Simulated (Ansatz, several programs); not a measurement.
LiH in the h-MgO-type structure, relaxed with PBE in Ansatz (plane waves, PAW): it is hexagonal, P6_3/mmc (No. 194); conventional cell a = 3.253 Å, c = 4.072 Å, 9.33 Å³ an atom. Li is surrounded by 5 H at 1.88–2.04 Å; H is surrounded by 5 Li at 1.88–2.04 Å. The cell was then scaled with its shape and fractional coordinates held, which makes it stiffer than a relaxed compression. Simulation only: spin-unpolarised, and no claim that this is the phase found in nature.

```tsv
V (Å³/atom)	E (meV/atom)
8.771	3.52
9.331	0.00
9.611	0.70
9.891	2.79
```

(1) Pass a cubic E = c₀ + c₁u + c₂u² + c₃u³, with u = V − 9.401 Å³, through these points.

(2) Where is the minimum, and what bulk modulus follows?

(3) Predict the energy and the pressure at the withheld volume, 9.051 Å³.

## Answers

(1) c₀ = 0.03, c₁ = +1.182, c₂ = 9.762, c₃ = -1.4236 (meV and Å³).

(2) dE/du = 0 at u = -0.060, so V₀ = 9.34 Å³. B = V₀ d²E/dV² = 9.34 × (2c₂ + 6c₃u) = 9.34 × 20.034 = 187 meV/Å³, and 1 meV/Å³ is 0.16022 GPa: 30 GPa. A third-order Birch-Murnaghan fit to all five points gives 9.34 Å³ and 30 GPa.

(3) With u = -0.350: E ≈ 0.87 meV and P = −dE/dV ≈ +0.99 GPa. The run gives 0.86 meV and, from its stress, +0.99 GPa.
